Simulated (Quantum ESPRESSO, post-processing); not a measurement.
# 2H-WS2, 1 layer, stepped through biaxial strain, part 8 of 8

Aim: how the results for 2H-WS2, 1 layer change with biaxial strain.

Quantum ESPRESSO 7.5; plane-wave DFT, PBE, GBRV ultrasoft pseudopotentials.

So far. Step 12 (Relaxing the ions, 3 %): The relaxation lowers the energy by 7 meV an atom.

### Step 15. Relaxation with pw.x, 4 %

Level of this step: plane-wave DFT, PBE, GBRV ultrasoft pseudopotentials (Quantum ESPRESSO 7.5).

The input, m8.relax.in:

```
&control
  prefix = 'm8.relax'
  outdir = './out'
  pseudo_dir = './pseudo'
  nstep = 40
  forc_conv_thr = 0.0003
  calculation = 'relax'
  tstress = .true.
/
&system
  ibrav = 0
  nat = 3
  ntyp = 2
  ecutwfc = 50
  ecutrho = 250
  occupations = 'smearing'
  smearing = 'fd'
  degauss = 0.002
/
&electrons
  conv_thr = 1e-09
  mixing_beta = 0.4
  electron_maxstep = 120
  mixing_mode = 'plain'
/
&ions
/
ATOMIC_SPECIES
  S   32.0600  s_pbe_v1.4.uspp.F.UPF
  W   183.8400  w_pbe_v1.2.uspp.F.UPF
CELL_PARAMETERS angstrom
  3.31360413176000 0.00000000000000 0.00000000000000
  -1.65680206536000 2.86966535648000 0.00000000000000
  0.00000000000000 0.00000000000000 18.47562023200000
ATOMIC_POSITIONS crystal
  S   0.333333333300 0.666666666700 0.414857061600
  W   0.000000000000 0.000000000000 0.500000000000
  S   0.333333333300 0.666666666700 0.585142938400
K_POINTS automatic
  12 12 1 0 0 0
```

On the command line:

```sh
$ OMP_NUM_THREADS=1 mpirun -n 4 pw.x -nk 4 -in m8.relax.in > m8.relax.out
```

Log:

```text
[banner, memory and clock lines left out]
Program PWSCF v.7.5 starts
[...]
Message from routine setup:
[...]
number of electrons       =        26.00
     number of Kohn-Sham states=           17
     kinetic-energy cutoff     =      50.0000  Ry
     charge density cutoff     =     250.0000  Ry
[...]
number of k points=    19  Fermi-Dirac smearing, width (Ry)=  0.0020
[...]
Dense  grid:    79159 G-vectors     FFT dimensions: (  32,  32, 180)
[...]
negative rho (up, down):  6.149E-02 0.000E+00
     Starting wfcs are   21 randomized atomic wfcs
[...]
negative rho (up, down):  6.255E-02 0.000E+00
[...]
estimated scf accuracy    <       0.12584046 Ry
[...]
negative rho (up, down):  6.338E-02 0.000E+00
[...]
estimated scf accuracy    <       0.08304804 Ry
[...]
negative rho (up, down):  6.441E-02 0.000E+00
[...]
estimated scf accuracy    <       0.00999939 Ry
[...]
negative rho (up, down):  6.518E-02 0.000E+00
[...]
estimated scf accuracy    <       0.00103235 Ry
[...]
negative rho (up, down):  6.528E-02 0.000E+00
[...]
estimated scf accuracy    <       0.00011788 Ry
[...]
negative rho (up, down):  6.523E-02 0.000E+00
[...]
estimated scf accuracy    <       0.00001589 Ry
[...]
negative rho (up, down):  6.515E-02 0.000E+00
[...]
estimated scf accuracy    <       0.00000049 Ry
[...]
negative rho (up, down):  6.511E-02 0.000E+00
[...]
estimated scf accuracy    <       0.00000031 Ry
[...]
negative rho (up, down):  6.511E-02 0.000E+00
[...]
estimated scf accuracy    <       0.00000001 Ry
[...]
negative rho (up, down):  6.512E-02 0.000E+00
[...]
estimated scf accuracy    <          2.4E-09 Ry
[...]
negative rho (up, down):  6.512E-02 0.000E+00
[...]
the Fermi energy is     0.1748 ev
!    total energy              =    -207.50756801 Ry
     estimated scf accuracy    <          2.0E-10 Ry
     smearing contrib. (-TS)   =      -0.00000000 Ry
     internal energy E=F+TS    =    -207.50756801 Ry
[...]
one-electron contribution =    -914.29030831 Ry
     hartree contribution      =     456.72169057 Ry
     xc contribution           =     -57.97949098 Ry
     ewald contribution        =     308.04054071 Ry
     convergence has been achieved in  11 iterations
     negative rho (up, down):  6.512E-02 0.000E+00
[...]
Total force =     0.041901     Total SCF correction =     0.000028
[...]
negative rho (up, down):  6.512E-02 0.000E+00
[...]
negative rho (up, down):  6.510E-02 0.000E+00
[...]
negative rho (up, down):  6.511E-02 0.000E+00
[...]
estimated scf accuracy    <       0.00009035 Ry
[...]
negative rho (up, down):  6.510E-02 0.000E+00
[...]
estimated scf accuracy    <       0.00008383 Ry
[...]
negative rho (up, down):  6.510E-02 0.000E+00
[...]
estimated scf accuracy    <       0.00000567 Ry
[...]
negative rho (up, down):  6.510E-02 0.000E+00
[...]
estimated scf accuracy    <       0.00000104 Ry
[...]
negative rho (up, down):  6.510E-02 0.000E+00
[...]
estimated scf accuracy    <       0.00000006 Ry
[...]
negative rho (up, down):  6.510E-02 0.000E+00
[...]
estimated scf accuracy    <       0.00000002 Ry
[...]
negative rho (up, down):  6.510E-02 0.000E+00
[...]
estimated scf accuracy    <          5.3E-09 Ry
[...]
negative rho (up, down):  6.510E-02 0.000E+00
[...]
the Fermi energy is     0.1305 ev
!    total energy              =    -207.50901395 Ry
     estimated scf accuracy    <          3.3E-10 Ry
     smearing contrib. (-TS)   =      -0.00000000 Ry
     internal energy E=F+TS    =    -207.50901395 Ry
[...]
one-electron contribution =    -918.02576453 Ry
     hartree contribution      =     458.57982543 Ry
     xc contribution           =     -58.00348856 Ry
     ewald contribution        =     309.94041371 Ry
     convergence has been achieved in   8 iterations
     negative rho (up, down):  6.510E-02 0.000E+00
[...]
Total force =     0.027014     Total SCF correction =     0.000056
[...]
negative rho (up, down):  6.510E-02 0.000E+00
[...]
negative rho (up, down):  6.509E-02 0.000E+00
[...]
negative rho (up, down):  6.510E-02 0.000E+00
[...]
estimated scf accuracy    <       0.00010730 Ry
[...]
negative rho (up, down):  6.509E-02 0.000E+00
[...]
estimated scf accuracy    <       0.00009202 Ry
[...]
negative rho (up, down):  6.509E-02 0.000E+00
[...]
estimated scf accuracy    <       0.00000688 Ry
[...]
negative rho (up, down):  6.509E-02 0.000E+00
[...]
estimated scf accuracy    <       0.00000099 Ry
[...]
negative rho (up, down):  6.509E-02 0.000E+00
[...]
estimated scf accuracy    <       0.00000008 Ry
[...]
negative rho (up, down):  6.509E-02 0.000E+00
[...]
estimated scf accuracy    <          8.2E-09 Ry
[...]
negative rho (up, down):  6.509E-02 0.000E+00
[...]
estimated scf accuracy    <          6.4E-09 Ry
[...]
negative rho (up, down):  6.509E-02 0.000E+00
[...]
estimated scf accuracy    <          2.2E-10 Ry
[...]
negative rho (up, down):  6.509E-02 0.000E+00
[...]
the Fermi energy is     0.1366 ev
!    total energy              =    -207.50986615 Ry
     estimated scf accuracy    <          1.6E-11 Ry
     smearing contrib. (-TS)   =      -0.00000000 Ry
     internal energy E=F+TS    =    -207.50986615 Ry
[...]
one-electron contribution =    -922.13322782 Ry
     hartree contribution      =     460.62198890 Ry
     xc contribution           =     -58.03027661 Ry
     ewald contribution        =     312.03164938 Ry
     convergence has been achieved in   9 iterations
     negative rho (up, down):  6.509E-02 0.000E+00
[...]
Total force =     0.009844     Total SCF correction =     0.000011
[...]
negative rho (up, down):  6.509E-02 0.000E+00
[...]
negative rho (up, down):  6.508E-02 0.000E+00
[...]
negative rho (up, down):  6.509E-02 0.000E+00
[...]
estimated scf accuracy    <       0.00003410 Ry
[...]
negative rho (up, down):  6.508E-02 0.000E+00
[...]
estimated scf accuracy    <       0.00002599 Ry
[...]
negative rho (up, down):  6.508E-02 0.000E+00
[...]
estimated scf accuracy    <       0.00000234 Ry
[...]
negative rho (up, down):  6.508E-02 0.000E+00
[...]
estimated scf accuracy    <       0.00000027 Ry
[...]
negative rho (up, down):  6.508E-02 0.000E+00
[...]
estimated scf accuracy    <       0.00000002 Ry
[...]
negative rho (up, down):  6.508E-02 0.000E+00
[...]
estimated scf accuracy    <          1.2E-09 Ry
[...]
negative rho (up, down):  6.508E-02 0.000E+00
[...]
estimated scf accuracy    <          9.3E-10 Ry
[...]
negative rho (up, down):  6.508E-02 0.000E+00
[...]
the Fermi energy is     0.1294 ev
!    total energy              =    -207.50999216 Ry
     estimated scf accuracy    <          4.6E-11 Ry
     smearing contrib. (-TS)   =      -0.00000000 Ry
     internal energy E=F+TS    =    -207.50999216 Ry
[...]
one-electron contribution =    -924.48802408 Ry
     hartree contribution      =     461.79263964 Ry
     xc contribution           =     -58.04584360 Ry
     ewald contribution        =     313.23123587 Ry
     convergence has been achieved in   8 iterations
     negative rho (up, down):  6.508E-02 0.000E+00
[...]
Total force =     0.000344     Total SCF correction =     0.000017
[...]
negative rho (up, down):  6.508E-02 0.000E+00
[...]
negative rho (up, down):  6.508E-02 0.000E+00
[...]
negative rho (up, down):  6.508E-02 0.000E+00
[...]
estimated scf accuracy    <       0.00000005 Ry
[...]
negative rho (up, down):  6.508E-02 0.000E+00
[...]
estimated scf accuracy    <       0.00000004 Ry
[...]
negative rho (up, down):  6.508E-02 0.000E+00
[...]
estimated scf accuracy    <          2.5E-09 Ry
[...]
negative rho (up, down):  6.508E-02 0.000E+00
[...]
estimated scf accuracy    <          5.1E-10 Ry
[...]
negative rho (up, down):  6.508E-02 0.000E+00
[...]
estimated scf accuracy    <          5.5E-11 Ry
[...]
negative rho (up, down):  6.508E-02 0.000E+00
[...]
the Fermi energy is     0.1312 ev
!    total energy              =    -207.50999231 Ry
     estimated scf accuracy    <          5.0E-12 Ry
     smearing contrib. (-TS)   =      -0.00000000 Ry
     internal energy E=F+TS    =    -207.50999231 Ry
[...]
one-electron contribution =    -924.40853456 Ry
     hartree contribution      =     461.75309100 Ry
     xc contribution           =     -58.04531386 Ry
     ewald contribution        =     313.19076510 Ry
     convergence has been achieved in   6 iterations
     negative rho (up, down):  6.508E-02 0.000E+00
[...]
Total force =     0.000003     Total SCF correction =     0.000007
[...]
negative rho (up, down):  6.508E-02 0.000E+00
[...]
```

Elapsed: 82 s, on 4 MPI ranks of Arm Neoverse V1, shared host; peak memory 0.84 GiB.

Step by step:

| step | energy less that of the first step (eV) | largest force (eV/Å) |
| --- | --- | --- |
| 1 | 0.0000 | 0.7618 |
| 2 | -0.0197 | 0.4911 |
| 3 | -0.0313 | 0.1790 |
| 4 | -0.0330 | 0.0062 |
| 5 | -0.0330 | 0.0000 |

The atoms that moved most (Å):

| atom | dx | dy | dz | length |
| --- | --- | --- | --- | --- |
| S1 | 0.000 | 0.000 | 0.042 | 0.042 |
| S3 | 0.000 | 0.000 | -0.042 | 0.042 |

Final coordinates:

```xyz
3
Lattice="3.3136 0.0000 0.0000 -1.6568 2.8697 0.0000 0.0000 0.0000 18.4756" Properties=species:S:1:pos:R:3
S     0.0000    1.9131    7.7072
W     0.0000    0.0000    9.2378
S     0.0000    1.9131   10.7684
```

The relaxation lowers the energy by 11 meV an atom.

Read from the output:

| Item | Value |
| --- | --- |
| free energy | -2823.3173 eV |
| Fermi energy | 0.1312 eV |

### Step 16. Self-consistent run, 4 %

The input, m8.scf.in:

```
&control
  prefix = 'm8.scf'
  outdir = './out'
  pseudo_dir = './pseudo'
  calculation = 'scf'
  tprnfor = .true.
/
&system
  ibrav = 0
  nat = 3
  ntyp = 2
  ecutwfc = 40
  ecutrho = 200
  occupations = 'smearing'
  smearing = 'fd'
  degauss = 0.002
  nbnd = 17
/
&electrons
  conv_thr = 1e-09
  mixing_beta = 0.4
  electron_maxstep = 120
  mixing_mode = 'plain'
/
ATOMIC_SPECIES
  S   32.0600  s_pbe_v1.4.uspp.F.UPF
  W   183.8400  w_pbe_v1.2.uspp.F.UPF
CELL_PARAMETERS angstrom
  3.31360413176000 0.00000000000000 0.00000000000000
  -1.65680206536000 2.86966535648000 0.00000000000000
  0.00000000000000 0.00000000000000 18.47562023200000
ATOMIC_POSITIONS crystal
  S   0.333333333300 0.666666666700 0.417156281000
  W   0.000000000000 0.000000000000 0.500000000000
  S   0.333333333300 0.666666666700 0.582843719000
K_POINTS automatic
  12 12 1 0 0 0
```

On the command line:

```sh
$ OMP_NUM_THREADS=1 mpirun -n 4 pw.x -nk 4 -in m8.scf.in > m8.scf.out
```

Log:

```text
[banner, memory and clock lines left out]
Program PWSCF v.7.5 starts
[...]
Message from routine setup:
[...]
number of electrons       =        26.00
     number of Kohn-Sham states=           17
     kinetic-energy cutoff     =      40.0000  Ry
     charge density cutoff     =     200.0000  Ry
[...]
number of k points=    19  Fermi-Dirac smearing, width (Ry)=  0.0020
[...]
Dense  grid:    56683 G-vectors     FFT dimensions: (  30,  30, 160)
[...]
negative rho (up, down):  6.594E-02 0.000E+00
     Starting wfcs are   21 randomized atomic wfcs
[...]
negative rho (up, down):  6.668E-02 0.000E+00
[...]
estimated scf accuracy    <       0.12287872 Ry
[...]
negative rho (up, down):  6.748E-02 0.000E+00
[...]
estimated scf accuracy    <       0.06515023 Ry
[...]
negative rho (up, down):  6.827E-02 0.000E+00
[...]
estimated scf accuracy    <       0.00966027 Ry
[...]
negative rho (up, down):  6.893E-02 0.000E+00
[...]
estimated scf accuracy    <       0.00102640 Ry
[...]
negative rho (up, down):  6.902E-02 0.000E+00
[...]
estimated scf accuracy    <       0.00011333 Ry
[...]
negative rho (up, down):  6.898E-02 0.000E+00
[...]
estimated scf accuracy    <       0.00001727 Ry
[...]
negative rho (up, down):  6.892E-02 0.000E+00
[...]
estimated scf accuracy    <       0.00000023 Ry
[...]
negative rho (up, down):  6.887E-02 0.000E+00
[...]
estimated scf accuracy    <       0.00000047 Ry
[...]
negative rho (up, down):  6.888E-02 0.000E+00
[...]
estimated scf accuracy    <       0.00000006 Ry
[...]
negative rho (up, down):  6.887E-02 0.000E+00
[...]
estimated scf accuracy    <          3.1E-09 Ry
[...]
negative rho (up, down):  6.888E-02 0.000E+00
[...]
the Fermi energy is     0.1306 ev
!    total energy              =    -207.50475986 Ry
     estimated scf accuracy    <          1.1E-10 Ry
     smearing contrib. (-TS)   =      -0.00000000 Ry
     internal energy E=F+TS    =    -207.50475986 Ry
[...]
one-electron contribution =    -924.39135661 Ry
     hartree contribution      =     461.74182737 Ry
     xc contribution           =     -58.04599565 Ry
     ewald contribution        =     313.19076503 Ry
     convergence has been achieved in  11 iterations
     negative rho (up, down):  6.888E-02 0.000E+00
[...]
Total force =     0.000209     Total SCF correction =     0.000023
[...]
```

Wall time 13 s (4 MPI ranks); peak memory 0.61 GiB.

This step gave:

```
free energy                          : -2823.2461 eV
Fermi energy                         : 0.1306 eV
valence top, on the run's zero       : -0.3297 eV
conduction bottom, on the run's zero : 0.6036 eV
gap by band count                    : 0.9333 eV
```

### Step 17. Ground state, 4 %

Level of this step: plane-wave DFT, PBE, PseudoDojo fully relativistic norm-conserving pseudopotentials (Quantum ESPRESSO 7.5).

m8.soc.in is the input of step 16 with these lines changed:

```diff
@@ -1,3 +1,3 @@
 &control
-  prefix = 'm8.scf'
+  prefix = 'm8.soc'
   outdir = './out'
@@ -11,4 +11,4 @@
   ntyp = 2
-  ecutwfc = 40
-  ecutrho = 200
+  ecutwfc = 62
+  ecutrho = 248
   occupations = 'smearing'
@@ -16,6 +16,8 @@
   degauss = 0.002
-  nbnd = 17
+  noncolin = .true.
+  lspinorb = .true.
+  nbnd = 32
 /
 &electrons
-  conv_thr = 1e-09
+  conv_thr = 1e-07
   mixing_beta = 0.4
@@ -25,4 +27,4 @@
 ATOMIC_SPECIES
-  S   32.0600  s_pbe_v1.4.uspp.F.UPF
-  W   183.8400  w_pbe_v1.2.uspp.F.UPF
+  S   32.0600  S.dojo-fr-pbe-0.4-standard.upf
+  W   183.8400  W.dojo-fr-pbe-0.4-standard.upf
 CELL_PARAMETERS angstrom
@@ -36,2 +38,2 @@
 K_POINTS automatic
-  12 12 1 0 0 0
+  6 6 1 0 0 0
```

On the command line:

```sh
$ OMP_NUM_THREADS=1 mpirun -n 4 pw.x -nk 2 -in m8.soc.in > m8.soc.out
```

Log:

```text
[banner, memory and clock lines left out]
Program PWSCF v.7.5 starts
[...]
Message from routine setup:
[...]
number of electrons       =        26.00
     number of Kohn-Sham states=           32
     kinetic-energy cutoff     =      62.0000  Ry
     charge density cutoff     =     248.0000  Ry
[...]
number of k points=     7  Fermi-Dirac smearing, width (Ry)=  0.0020
[...]
Dense  grid:    78355 G-vectors     FFT dimensions: (  32,  32, 180)
[...]
negative rho (up, down):  5.151E-05 0.000E+00
     Starting wfcs are   36 randomized atomic wfcs
[...]
negative rho (up, down):  2.699E-05 0.000E+00
[...]
estimated scf accuracy    <       0.11279485 Ry
[...]
negative rho (up, down):  1.897E-05 0.000E+00
[...]
estimated scf accuracy    <       0.05272863 Ry
[...]
negative rho (up, down):  8.273E-06 0.000E+00
[...]
estimated scf accuracy    <       0.00653088 Ry
[...]
negative rho (up, down):  5.986E-07 0.000E+00
[...]
estimated scf accuracy    <       0.00138690 Ry
[...]
negative rho (up, down):  9.627E-08 0.000E+00
[...]
estimated scf accuracy    <       0.00026346 Ry
[...]
estimated scf accuracy    <       0.00007588 Ry
[...]
estimated scf accuracy    <       0.00000038 Ry
[...]
estimated scf accuracy    <       0.00000317 Ry
[...]
estimated scf accuracy    <       0.00000042 Ry
[...]
the Fermi energy is     0.1260 ev
!    total energy              =    -196.31390110 Ry
     estimated scf accuracy    <          8.3E-09 Ry
     smearing contrib. (-TS)   =      -0.00000000 Ry
     internal energy E=F+TS    =    -196.31390110 Ry
[...]
one-electron contribution =    -925.90578282 Ry
     hartree contribution      =     462.25027102 Ry
     xc contribution           =     -45.84915434 Ry
     ewald contribution        =     313.19076504 Ry
     convergence has been achieved in  10 iterations
[...]
Total force =     0.000324     Total SCF correction =     0.000236
[...]
```

Wall time 26 s (4 MPI ranks); peak memory 0.63 GiB.

This step gave:

| Quantity | Value |
| --- | --- |
| free energy | -2670.9867 eV |
| Fermi energy | 0.126 eV |
| valence top, on the run's zero | -0.3193 eV |
| conduction bottom, on the run's zero | 0.5832 eV |
| gap by band count | 0.9024 eV |

### Step 18. The series side by side

The series in one table, energies over the lowest:

| biaxial strain | energy (eV) | gap along the path (eV) | upper vacuum level over the valence top of the mesh (eV) | lower vacuum level over that top (eV) | gap with spin-orbit coupling (eV) |
| --- | --- | --- | --- | --- | --- |
| -4 % | 0.1742 | 1.766 | 5.545 | 5.545 | 1.466 |
| -3 % | 0.0969 | 1.834 | 5.58 | 5.58 | 1.516 |
| -2 % | 0.0430 | 1.898 | 5.619 | 5.619 | 1.562 |
| -1 % | 0.0112 | 1.959 | 5.663 | 5.663 | 1.605 |
| 0 % | 0.0000 | 1.818 | 5.709 | 5.709 | 1.56 |
| 1 % | 0.0083 | 1.608 | 5.68 | 5.68 | 1.43 |
| 2 % | 0.0348 | 1.366 | 5.608 | 5.608 | 1.311 |
| 3 % | 0.0787 | 1.14 | 5.544 | 5.544 | 1.103 |
| 4 % | 0.1387 | 0.9332 | 5.489 | 5.489 | 0.9019 |

### Step 19. Worked from the printed numbers

A parabola through the energies within ±2 % has E = 97.36 eV × ε² -0.194 eV × ε; for the curvature, over A = 8.792 Å² this is 97.36 × 1/8.792 × 16.02 = 177 N/m.

### Step 20. Summary of results

| Quantity | Value |
| --- | --- |
| C11 + C12 | 177 N/m |
| gap along the path, at -4 % and at 4 % | 1.77, 0.93 eV |
| upper vacuum level over the valence top of the mesh, at -4 % and at 4 % | 5.54, 5.49 eV |
| lower vacuum level over that top, at -4 % and at 4 % | 5.54, 5.49 eV |
| gap with spin-orbit coupling, at -4 % and at 4 % | 1.47, 0.90 eV |

What this shows: The series holds 9 members; C11 + C12: 177 N/m (PBE, GBRV ultrasoft). The energy is lowest near zero strain. From -4 % to 4 % the gap along the path goes from 1.77 to 0.93 eV by way of 1.96 at -1 %. From -4 % to 4 % the upper vacuum level over the valence top of the mesh goes from 5.54 to 5.49 eV by way of 5.71 at 0 %. From -4 % to 4 % the lower vacuum level over that top goes from 5.54 to 5.49 eV by way of 5.71 at 0 %. From -4 % to 4 % the gap with spin-orbit coupling goes from 1.47 to 0.90 eV by way of 1.60 at -1 %. Semilocal gaps are too small; the 1×1 cell can't ripple over many cells under compression as a free sheet would.

[Logs are printed without paths, hosts, clocks, repeated set-up lines and the standing remarks that a program may print on its own settings, such as how far it seeks lower states.]

[Hosts, paths, dates, database ids (printed as entryN), source tags and the programs' standing remarks are cut or masked in the printed files.]

[Maps of the electrostatic potential energy from Ansatz leave out the sawtooth potential of an applied field or a dipole correction, so their vacuum need not be flat; planar profiles and work functions include it.]
